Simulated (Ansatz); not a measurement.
## NbC: pressure against volume

NbC, Fm-3m, a = 4.482 Å. Ansatz: r2SCAN, PAW, 500 eV, Γ-centred 16×16×16 mesh on 2 atoms, Gaussian smearing 0.10 eV; no spin polarisation. Symmetry fixes shape and atoms, so the cell is only scaled; pressure is positive in compression.

| V (Å³/atom) | P (GPa) |
| --- | --- |
| 10.578 | 21.88 |
| 10.916 | 10.08 |
| 11.253 | -0.02 |
| 11.591 | -8.66 |
| 11.928 | ? |

**Question.** Take V0 = 11.253 Å³/atom, count pressures from its P0 = -0.02 GPa, fit the third-order Birch–Murnaghan form to the other rows, and predict the missing pressure.

**Answer.** With the Eulerian strain f = ½[(V0/V)^(2/3) − 1] and y = (P − P0)/[3f(1 + 2f)^(5/2)], the form is the line y = B0 + 1.5 B0 (B0′ − 4) f. Rows (f, y): 0.02105, 312.8; 0.01024, 312.5; -0.00977, 309.7. Means f = 0.007173, y = 311.67; Σ(Δf)² = 0.0004890, ΣΔfΔy = 0.05160; the slope is their ratio. y = 310.9 + 105.5 f GPa, so B0 = 310.9 GPa and B0′ = 4 + 2 × (105.5)/(3 × 310.9) = 4.23. At V = 11.928, f = -0.01905, y = 308.89 and P = -16.04 GPa. The run gave -16.06 GPa, so the fit is 0.02 GPa too high, within twice the rms miss on the fitted rows (0.02 GPa). The form still works here, 33 % of the fitted range beyond its end.

Cost: 5 runs of about 0.51 core-minutes in all, on Intel Xeon Platinum 8488C (Sapphire Rapids) (shared hosts).